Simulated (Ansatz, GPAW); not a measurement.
## CdSe: programs and potentials compared

```
Cd Se
1.0
     0.00000    3.07027    3.07027
     3.07027    0.00000    3.07027
     3.07027    3.07027    0.00000
Cd Se
1 1
Direct
  0.00000 0.00000 0.00000
  0.25000 0.25000 0.25000
```

The cell is a database's computed one, not the measured one.

Alike in all runs: task single point; functional PBE; k mesh 8 × 8 × 8; occupations gaussian, width 0.024 eV; no spin polarisation; no spin-orbit coupling. Pressure is positive in compression and, in plane waves, holds the error of the finite cutoff, which Ansatz's Pulay term estimates and takes out.

```tsv
program and potentials	plane-wave cutoff (eV)	notes	band gap (eV)	pressure (GPa)
Ansatz, Ansatz PAW	420	18 valence electrons an atom on average; Pulay term of +0.03 GPa included	0.55	1.29
Ansatz, all-electron LAPW, scalar-relativistic	-	-	0.55	1.30
GPAW, GPAW PAW data sets (gpaw-data 1.2.1)	600	9 valence electrons an atom on average	0.54	1.07
```

The band gap spans 0.54 (GPAW, GPAW PAW data sets (gpaw-data 1.2.1)) to 0.55 eV (Ansatz, all-electron LAPW, scalar-relativistic), with all-electron results at 0.55. The pressure spans 1.07 (GPAW, GPAW PAW data sets (gpaw-data 1.2.1)) to 1.30 GPa (Ansatz, all-electron LAPW, scalar-relativistic), with all-electron results at 1.30. Spin-orbit coupling, left out here, moves the band edges of heavy atoms.

Differences between rows come from potentials, basis sets and numerical settings, since the functional is the same but for its coding. Runs on potential files found faulty are left out.
